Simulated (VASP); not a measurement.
# Cu2O (Cuprite) (Pn-3m) in VASP: further runs, part 2 of 2

VASP 6.6.1. Earlier steps stand in the parts before.

**5. Relaxation of cell and atoms, PBE**

This run uses another cell than the first one, of 13.32 Å³/atom, 1.034 times its volume.

File INCAR:

```
SYSTEM = Cu2O
ALGO = Normal
EDIFF = 1E-7
EDIFFG = -0.005
ENCUT = 600
GGA = PE
IBRION = 2
ISIF = 3
ISMEAR = 0
KPAR = 2
LASPH = .True.
LCHARG = .False.
LREAL = .False.
LWAVE = .False.
NELM = 80
NSW = 90
PREC = Accurate
SIGMA = 0.03
```

File KPOINTS:

```
k-points
0
Gamma
  6 6 6
  0 0 0
```

File POSCAR:

```
Cu2O                                    
1.0
    4.3071284844     -0.0000000000      0.0000000000
    0.0000000000      4.3071284844      0.0000000000
   -0.0000000000      0.0000000000      4.3071284844
  Cu              O             
     4     2
Direct
     0.2500000000000000    0.2500000000000000    0.2500000000000000
     0.2500000000000000    0.7500000000000000    0.7500000000000000
     0.7500000000000000    0.7500000000000000    0.2500000000000000
     0.7500000000000000    0.2500000000000000    0.7500000000000000
     0.0000000000000000    0.0000000000000000    0.0000000000000000
     0.5000000000000000    0.5000000000000000    0.5000000000000000
```

Potentials or basis: VASP PAW PBE potentials, release 64 (Cu, O).

On the command line:

```sh
cat potpaw_PBE.64/Cu/POTCAR potpaw_PBE.64/O/POTCAR > POTCAR
mpirun -np 2 vasp_std > vasp.out
```

OUTCAR:

```text
SYSTEM = Cu2O
   EDIFF = 1E-7
   EDIFFG = -0.005
   ENCUT = 600
   GGA = PE
   IBRION = 2
   ISIF = 3
   ISMEAR = 0
   LASPH = .True.
   LREAL = .False.
   NELM = 80
   NSW = 90
   PREC = Accurate

 ion  position               nearest neighbor table
   1  0.250  0.250  0.250-   5 1.87   6 1.87
   2  0.250  0.750  0.750-   5 1.87   6 1.87
   3  0.750  0.750  0.250-   5 1.87   6 1.87
   4  0.750  0.250  0.750-   5 1.87   6 1.87
   5  0.000  0.000  0.000-   1 1.87   2 1.87   3 1.87   4 1.87
   6  0.500  0.500  0.500-   1 1.87   2 1.87   3 1.87   4 1.87

  LATTYP: Found a simple cubic cell.
 ALAT       =     4.3071284844

  Lattice vectors:

 A1 = (   4.3071284844,   0.0000000000,   0.0000000000)
 A2 = (   0.0000000000,   4.3071284844,   0.0000000000)
 A3 = (   0.0000000000,   0.0000000000,   4.3071284844)

Analysis of symmetry for initial positions (statically):
=====================================================================
 Subroutine PRICEL returns:
 Original cell was already a primitive cell.

 Routine SETGRP: Setting up the symmetry group for a
[... 180 lines left out ...]
 fundamental gap:      0.4670858510
 Fermi energy:         4.5337877693

 k-point     1 :       0.0000    0.0000    0.0000
  band No.  band energies     occupation
      1     -15.4825      2.00000
      2     -14.8059      2.00000
      3      -2.5585      2.00000
      4      -2.5585      2.00000
      5      -2.5585      2.00000
      6      -0.2499      2.00000
[... 709 lines left out ...]
     32       9.1900      0.00000
     33       9.1900      0.00000

------------------------ aborting loop because EDIFF is reached ----------------------------------------

  FORCE on cell =-STRESS in cart. coord.  units (eV):
  Direction    XX          YY          ZZ          XY          YZ          ZX
  --------------------------------------------------------------------------------------
  -------------------------------------------------------------------------------------
  Total        0.0055795      0.0055795      0.0055795      0.0000000      0.0000000      0.0000000
  in kB        0.1118776      0.1118776      0.1118776      0.0000000      0.0000000      0.0000000
  external PRESSURE =       0.1118776 kB  Pullay stress =       0.0000000 kB

 VOLUME and BASIS-vectors are now :
 -----------------------------------------------------------------------------
  energy-cutoff  :      600.00
  volume of cell :       79.90
      direct lattice vectors                 reciprocal lattice vectors
     4.307128484  0.000000000  0.000000000     0.232173246  0.000000000  0.000000000
     0.000000000  4.307128484  0.000000000     0.000000000  0.232173246  0.000000000
     0.000000000  0.000000000  4.307128484     0.000000000  0.000000000  0.232173246

 POSITION                                       TOTAL-FORCE (eV/Angst)
 -----------------------------------------------------------------------------------
      1.07678      1.07678      1.07678        -0.000000      0.000000     -0.000000
      1.07678      3.23035      3.23035        -0.000000      0.000000     -0.000000
      3.23035      3.23035      1.07678         0.000000      0.000000     -0.000000
      3.23035      1.07678      3.23035         0.000000     -0.000000      0.000000
      0.00000      0.00000      0.00000         0.000000     -0.000000      0.000000
      2.15356      2.15356      2.15356         0.000000     -0.000000      0.000000
 -----------------------------------------------------------------------------------
    total drift:                                0.000000      0.000000      0.000000

  FREE ENERGIE OF THE ION-ELECTRON SYSTEM (eV)
  ---------------------------------------------------
  free  energy   TOTEN  =       -27.2929764307 eV

  energy  without entropy=      -27.2929764307  energy(sigma->0) =      -27.29297643

 reached required accuracy - stopping structural energy minimisation
```

OSZICAR:

```text
N       E                     dE             d eps       ncg     rms          rms(c)
DAV:   1     0.543595584722E+03    0.54360E+03   -0.28167E+04  1320   0.296E+03
DAV:   2     0.627131813081E+02   -0.48088E+03   -0.46975E+03  1330   0.505E+02
DAV:   3    -0.271347680433E+02   -0.89848E+02   -0.86900E+02  1929   0.237E+02
DAV:   4    -0.332750497773E+02   -0.61403E+01   -0.60599E+01  2023   0.669E+01
DAV:   5    -0.333421470944E+02   -0.67097E-01   -0.67015E-01  1824   0.947E+00    0.183E+01
DAV:   6    -0.305725996732E+02    0.27695E+01   -0.68058E+01  1900   0.150E+02    0.126E+01
DAV:   7    -0.272066198753E+02    0.33660E+01   -0.15987E+01  1788   0.980E+01    0.332E+00
DAV:   8    -0.273247295870E+02   -0.11811E+00   -0.20957E+00  1676   0.917E+00    0.162E+00
DAV:   9    -0.273001695360E+02    0.24560E-01   -0.11499E-01  1991   0.445E+00    0.644E-01
DAV:  10    -0.272943239888E+02    0.58455E-02   -0.47813E-02  1913   0.354E+00    0.300E-01
DAV:  11    -0.272930939932E+02    0.12300E-02   -0.10232E-02  2234   0.122E+00    0.873E-02
DAV:  12    -0.272929648325E+02    0.12916E-03   -0.12557E-03  1986   0.358E-01    0.230E-02
DAV:  13    -0.272929773241E+02   -0.12492E-04   -0.16812E-04  1893   0.169E-01    0.908E-03
DAV:  14    -0.272929765232E+02    0.80097E-06   -0.11996E-05  1800   0.729E-02    0.327E-03
DAV:  15    -0.272929764152E+02    0.10798E-06   -0.94002E-07  1925   0.199E-02    0.696E-04
DAV:  16    -0.272929764307E+02   -0.15521E-07   -0.13219E-07   859   0.402E-03
   1 F= -.27292976E+02 E0= -.27292976E+02  d E =-.272930E+02
```

Run time: 34 s. Hardware: 2 MPI ranks of AMD EPYC 7R13 (Zen 3), shared host; peak memory 0.19 GiB.

What came out:

```yaml
Free_energy: -27.2930 eV
Pressure_after_relaxing: 0.0 GPa
Band_gap_on_the_k_mesh: 0.47 eV, direct
```

Final structure:
```cif
data_structure
_symmetry_space_group_name_H-M 'P 1'
_symmetry_Int_Tables_number 1
_cell_length_a 4.3071
_cell_length_b 4.3071
_cell_length_c 4.3071
_cell_angle_alpha 90.000
_cell_angle_beta 90.000
_cell_angle_gamma 90.000
_cell_volume 79.90
loop_
_atom_site_label
_atom_site_type_symbol
_atom_site_fract_x
_atom_site_fract_y
_atom_site_fract_z
_atom_site_occupancy
Cu1 Cu 0.25000 0.25000 0.25000 1
Cu2 Cu 0.25000 0.75000 0.75000 1
Cu3 Cu 0.75000 0.75000 0.25000 1
Cu4 Cu 0.75000 0.25000 0.75000 1
O1 O 0.00000 0.00000 0.00000 1
O2 O 0.50000 0.50000 0.50000 1
```

Caveat: the relaxation stopped at its first step, so nothing moved. A k mesh can miss the band edges.
